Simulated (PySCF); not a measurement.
Spectra and structures to be paired. Theory: TDDFT wB97X-D/def2-SVPD, vertical, gas phase, core orbitals frozen in the response (PySCF). Geometries: PBE0-D3(BJ)/def2-SVP; one conformer of each isolated species. Triplets are in the Tamm–Dancoff approximation. Ions are computed without counter-ions or solvent.

A. `ClC(Cl)CF`
B. `CCC[NH3+]`
C. `C1CCC1[N@H+]([AlH3-])C`
D. `CC(C)[NH3+]`
E. `C[SiH2]OC(C)C`

Lowest singlet levels (six at most, fewer where fewer were computed) with oscillator strengths:

1. 9.03 eV (f 0.002); 9.31 eV (f 0.019); 9.51 eV (f 0.012); 10.34 eV (f 0.059); 10.56 eV (f 0.011); 10.63 eV (f 0.041); T1 8.94 eV
2. 7.17 eV (f 0.000); 7.29 eV (f 0.020); 7.54 eV (f 0.000); 7.72 eV (f 0.005); 8.22 eV (f 0.002); 8.35 eV (f 0.006); T1 6.54 eV
3. 7.55 eV (f 0.003); 7.96 eV (f 0.026); 8.26 eV (f 0.070); 8.32 eV (f 0.009); 8.64 eV (f 0.083); 8.80 eV (f 0.036); T1 7.30 eV
4. 9.48 eV (f 0.005); 9.66 eV (f 0.015); 10.44 eV (f 0.127); 10.50 eV (f 0.002); 10.86 eV (f 0.007); 10.97 eV (f 0.084); T1 9.37 eV
5. 6.74 eV (f 0.010); 6.89 eV (f 0.023); 7.39 eV (f 0.056); 7.48 eV (f 0.119); 7.66 eV (f 0.019); 7.93 eV (f 0.041); T1 6.46 eV

Question: Match each spectrum to its molecule.

Answer: 1 = B, 2 = A, 3 = E, 4 = D, 5 = C.
- A: S1 at 7.17 eV, HOMO→LUMO (85%); Löwdin shares by element: HOMO chlorine 73%, carbon 18%; LUMO chlorine 67%, carbon 24% or more; HOMO -10.93 and LUMO 1.39 eV.
- B: S1 at 9.03 eV, HOMO→LUMO (91%); Löwdin shares by element: HOMO carbon 51% or more, hydrogen 24% or more (atoms not listed hold the other 25%); LUMO hydrogen 48% or more, nitrogen 20% (atoms not listed hold the other 32%); HOMO -16.15 and LUMO -3.06 eV.
- C: S1 at 6.74 eV, HOMO→LUMO+1 (41%), HOMO→LUMO (34%), HOMO→LUMO+4 (10%); Löwdin shares by element: HOMO hydrogen 55% or more, aluminium 37%; LUMO aluminium 27%, carbon 16% or more, hydrogen 11% or more (atoms not listed hold the other 46%); HOMO -9.18 and LUMO 1.73 eV.
- D: S1 at 9.48 eV, HOMO→LUMO (95%); Löwdin shares by element: HOMO carbon 58%, hydrogen 13% or more (atoms not listed hold the other 29%); LUMO hydrogen 47% or more, nitrogen 19% (atoms not listed hold the other 33%); HOMO -16.79 and LUMO -2.99 eV; point group Cs.
- E: S1 at 7.55 eV, HOMO→LUMO+1 (52%), HOMO→LUMO (19%), HOMO→LUMO+3 (12%); Löwdin shares by element: HOMO oxygen 47%, silicon 12%, hydrogen 10% or more, carbon 9% or more (atoms not listed hold the other 23%); LUMO silicon 32%, carbon 23% or more (atoms not listed hold the other 44%); HOMO -9.74 and LUMO 2.30 eV.
